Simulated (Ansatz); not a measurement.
## InSe under changes of volume

One of the cells (29.237 Å³/atom); the others are scaled copies at fixed shape and fractional positions:

```
In Se
1.0
     2.00000    1.15470    8.44000
    -2.00000    1.15470    8.44000
     0.00000   -2.30940    8.44000
In Se
2 2
Cartesian
  0.0000 0.0000 22.4994
  0.0000 0.0000 0.0000
  0.0000 0.0000 4.3525
  0.0000 0.0000 9.7102
```

- Program: Ansatz 0.2.0
- Functional: PBEsol
- Potentials or basis: all-electron LAPW, scalar-relativistic
- Cutoff: 273 eV (chosen from the basis error)
- Basis error allowed: 0.001 eV/atom
- k mesh: 8 × 8 × 8
- Occupations: fermi-dirac, width 0.05 eV
- Spin: no spin polarisation

```tsv
volume (Å³/atom)	energy over the lowest point (meV/atom)	pressure (GPa)	gap on the mesh (eV)	largest force (eV/Å)
27.483	20.80	3.8	0.52	0.599
28.068	9.34	2.5	0.46	0.475
28.652	2.58	1.3	0.40	0.385
29.237	0.00	0.2	0.35	0.300
29.822	1.16	-0.8	0.30	0.221
30.406	5.66	-1.6	0.25	0.212
30.991	?	?	?	?
```

Question: What does the run at 30.991 Å³/atom give?

Answer: Energy over the lowest point 13.12 meV/atom; pressure -2.4 GPa; gap on the mesh 0.21 eV; largest force 0.337 eV/Å.

Worked out: A Birch-Murnaghan fit of order 3 (a polynomial in V^(-2/3)) to the other rows has its minimum at 29.34 Å³/atom with B0 = V·E''(V) = 50 GPa and B' = 4.6 at fixed shape and positions, which overstates the stiffness. It gives 13.16 meV/atom at 30.991 Å³/atom, against the run's 13.12, and -dE/dV = -2.4 GPa, against -2.4. A straight line through the other rows of the gap, of slope -2.66 eV per unit of ln V (its deformation potential), extrapolates to 0.20 eV, against the run's 0.21.

Energies are extrapolated to zero smearing.

Caveats: spin-orbit coupling is left out, which moves the levels of the heavy elements.

A mesh can miss the band edges.
